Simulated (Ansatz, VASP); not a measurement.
C: VASP beside Ansatz

The input POSCAR:

```
C
1.0
    0.0000000000      1.7833700000      1.7833700000
    1.7833700000      0.0000000000      1.7833700000
    1.7833700000      1.7833700000      0.0000000000
C
2
Direct
    0.7500000000      0.7500000000      0.7500000000
    0.5000000000      0.5000000000      0.5000000000
```

The input INCAR.step1:

```
SYSTEM = C
ALGO = Normal
EDIFF = 1E-5
ENCUT = 600
GGA = PE
ISMEAR = -1
LASPH = .True.
LCHARG = .False.
LREAL = .False.
LWAVE = .True.
NELM = 100
PREC = Accurate
SIGMA = 0.05
```

File INCAR.step2:

```
SYSTEM = C
AEXX = 0.25
ALGO = Normal
EDIFF = 1E-6
EDIFFG = -0.02
ENCUT = 600
GGA = PS
IBRION = 2
ISIF = 3
ISMEAR = -1
ISTART = 1
LASPH = .True.
LCHARG = .False.
LHFCALC = .True.
LREAL = .False.
LWAVE = .False.
NELM = 100
NSW = 60
PREC = Accurate
PRECFOCK = Fast
SIGMA = 0.05
```

KPOINTS

```
k-points
0
Gamma
  7 7 7
  0 0 0
```

Contents of input.yaml:

```yaml
crystal:
  lattice:
    - [0.0, 1.78337, 1.78337]
    - [1.78337, 0.0, 1.78337]
    - [1.78337, 1.78337, 0.0]
  atoms:
    - { symbol: C, position: [0.75, 0.75, 0.75] }
    - { symbol: C, position: [0.5, 0.5, 0.5] }
hamiltonian:
  xc: { exchange: pbesol, correlation: pbesol, exx: { coeff: 0.25 } }
  pseudopotentials: { kind: paw }
kpoints:
  mp_grid: { grid: [7, 7, 7] }
scf:
  occupations: { method: fermi_dirac, width: 0.05 }
output:
  forces: true
  stress: true
  write_density: true
  write_potential: true
  elf: true
  volumetric_format: npy
relax:
  f_tol: 0.01
  max_steps: 40
  cell: { stress_tol: 0.05 }
```

This isn't the form of C at room conditions, which is graphite.

Alike in both runs: task relaxation of cell and atoms; functional PBEsol0; k mesh 7 × 7 × 7; occupations fermi-dirac, width 0.05 eV; no spin polarisation.

|  | VASP | Ansatz |
| --- | --- | --- |
| version | VASP 6.6.1 | Ansatz 0.2.0 |
| potentials or method | VASP PAW PBE potentials, release 64 (C) | Ansatz PAW |
| plane-wave cutoff (eV) | 600 | 420 |
| valence electrons in the cell | 8 | 8 |

Ansatz gave:

* gap on the k mesh at the Fermi level, each at its own relaxed structure (eV): 6.13
* relaxed volume (Å³/atom): 5.52
* relaxed cell length with the largest relative difference (Å): 2.499
* energy change over the relaxation (meV/atom): -6

**Question.** Which values does VASP return?

**Answer.** gap on the k mesh at the Fermi level, each at its own relaxed structure (eV): 6.15; relaxed volume (Å³/atom): 5.52; relaxed cell length with the largest relative difference (Å): 2.500; energy change over the relaxation (meV/atom): -6.

Caveats: the k mesh is coarse (spacing up to 0.44 Å⁻¹), so the values aren't converged, least of all with exact exchange; the PAW data sets were made with another functional, which shifts forces and pressure a little (VASP); an odd mesh through Γ misses points on the zone boundary, where band edges often lie (VASP); odd divisions of the mesh miss points on the zone boundary, where band edges often lie, so the gap on the mesh can be too wide (Ansatz); the plane-wave basis is chosen anew once the cell has moved, so the energies of steps on either side of that aren't comparable (Ansatz); the pressure holds a Pulay correction of +0.8 GPa for the finite cutoff (Ansatz); the PAW data sets come from PBE, with cores solved anew for the run's functional, which leaves a small shift of forces and pressure (Ansatz).
